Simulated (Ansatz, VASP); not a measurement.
Te in VASP and in Ansatz

The input POSCAR:

```
Te
1.0
    5.2232600000      0.0000000000      0.0000000000
    0.0000000000      5.2232600000      0.0000000000
    0.0000000000      0.0000000000      5.2232600000
Te
4
Direct
    0.8750000000      0.1250000000      0.6250000000
    0.3750000000      0.3750000000      0.3750000000
    0.1250000000      0.6250000000      0.8750000000
    0.6250000000      0.8750000000      0.1250000000
```

INCAR.step1

```
SYSTEM = Te
  ALGO = Normal
  EDIFF = 1E-5
  ENCUT = 520
  GGA = PE
  ISIF = 2
  ISMEAR = -1
  LASPH = .True.
  LCHARG = .False.
  LREAL = .False.
  LWAVE = .True.
  NELM = 80
  PREC = Accurate
  SIGMA = 0.05
```

The input INCAR.step2:

```
SYSTEM = Te
  AEXX = 0.5
  ALGO = Normal
  EDIFF = 1E-6
  ENCUT = 520
  GGA = PE
  HFSCREEN = 0.2
  ISIF = 2
  ISMEAR = -1
  ISTART = 1
  LASPH = .True.
  LCHARG = .False.
  LHFCALC = .True.
  LREAL = .False.
  LWAVE = .False.
  NELM = 80
  PREC = Accurate
  PRECFOCK = Fast
  SIGMA = 0.05
```

Contents of KPOINTS:

```
k-points
0
Gamma
  3 3 3
  0 0 0
```

File input.yaml:

```yaml
crystal:
  lattice:
    - [5.22326, 0.0, 0.0]
    - [0.0, 5.22326, 0.0]
    - [0.0, 0.0, 5.22326]
  atoms:
    - { symbol: Te, position: [0.875, 0.125, 0.625] }
    - { symbol: Te, position: [0.375, 0.375, 0.375] }
    - { symbol: Te, position: [0.125, 0.625, 0.875] }
    - { symbol: Te, position: [0.625, 0.875, 0.125] }
hamiltonian:
  xc: { exchange: pbe, correlation: pbe, exx: { coeff: 0.5, omega: 0.2 } }
  pseudopotentials: { kind: paw }
kpoints:
  mp_grid: { grid: [3, 3, 3] }
scf:
  occupations: { method: fermi_dirac, width: 0.05 }
output:
  forces: true
  stress: true
  eigenvalues: true
```

The cell was built by a generator and needn't be a form met in nature.

Alike in both runs: task single point; functional HSE(alpha, omega); k mesh 3 × 3 × 3; occupations fermi-dirac, width 0.05 eV; no spin polarisation.

|  | VASP | Ansatz |
| --- | --- | --- |
| version | VASP 6.6.1 | Ansatz 0.2.0 |
| potentials or method | VASP PAW PBE potentials, release 64 (Te) | Ansatz PAW |
| plane-wave cutoff (eV) | 520 | 420 |
| valence electrons in the cell | 24 | 64 |

Ansatz gave:

| Quantity | Value |
| --- | --- |
| gap on the k mesh at the Fermi level (eV) | 0.59 |
| least direct gap on the mesh (eV) | 1.16 |
| pressure (GPa) | -3.4 |

What did VASP give for the same quantities?

gap on the k mesh at the Fermi level (eV): 0.60; least direct gap on the mesh (eV): 1.18; pressure (GPa): -4.6.

The two sets of potentials don't hold the same shells in valence.

Caveats: spin-orbit coupling is left out, which moves the levels of the heavy elements; the PAW data sets were made with another functional, which shifts forces and pressure a little (VASP); an odd mesh through Γ misses points on the zone boundary, where band edges often lie (VASP); odd divisions of the mesh miss points on the zone boundary, where band edges often lie, so the gap on the mesh can be too wide (Ansatz); the PAW data sets come from PBE, with cores solved anew for the run's functional, which leaves a small shift of forces and pressure (Ansatz); the thresholds are loose for stress (Ansatz).
